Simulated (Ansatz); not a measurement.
# ZrS2: energy above lowest point against volume scale

All results are calculated (Ansatz 0.2.0). Free energy against uniform scaling of the volume at fixed shape and fractions; periodic cell, basis, potentials, k mesh and filling as listed.

The cell before it is scaled or strained (space group P-3m1, No. 164):
```
ZrS2
1.0
      3.6914     0.0000     0.0000
     -1.8457     3.1968     0.0000
      0.0000     0.0000     6.0411
Zr S
1 2
Direct
  0.00000 0.00000 0.00000
  0.66667 0.33333 0.76209
  0.33333 0.66667 0.23791
```

Settings of every row: functional PBEsol; dispersion none; potentials all-electron LAPW; k mesh 6x6x4; k shift 0x0x0; occupations fixed; smearing width 0 eV; spin none; SCF threshold exponent -9.

Limits: a layered crystal: even scaling strains the bonds within the layers, so this curve is stiffer than the crystal under pressure; the cell comes from a prototype or a list of computed structures and needn't be the stable phase.

```csv
row,volume scale,V (Å³/atom),energy above lowest point (meV/atom)
1,0.92,21.862,20.7
2,0.96,22.812,0
3,1,23.763,3.9
4,1.04,24.714,?
5,1.08,25.664,67.8
```

Question: what energy above lowest point should row 4 give?

Worked fit of energy above lowest point. Take u = (V_r/V)^(2/3) − 1 with V_r = 23.288 Å³ an atom, which is twice the finite (Eulerian) strain; such expansions in the strain, on which the Birch-Murnaghan equation of state is built, carry the rest volume and the bulk modulus. The shown rows have u = 0.04303, 0.01386, -0.01337, -0.06271. Least squares give energy above lowest point = −0.81 − 148.9 × u + 15071 × u² meV/atom; a straight line predicts inner rows, each left out in turn, worse (root mean square 27 against 0.051 meV/atom). All shown rows lie on it to the printed digit. Its lowest point lies at u = 0.0049, or V = 23.12 Å³ an atom, and the curvature there gives the bulk modulus at fixed shape and fractions, B = (4/9)(1 + u)² E″(u)/V = 93.8 GPa. Letting shape and atoms relax would as a rule lower it, by much in layered, chain or molecular crystals. The withheld row has u = -0.03885, so the fit gives −0.81 − 148.9 × (-0.03885) + 15071 × (-0.03885)² = 27.7 meV/atom.

The calculation gave 27.7 meV/atom. The fit meets it to the printed digit.
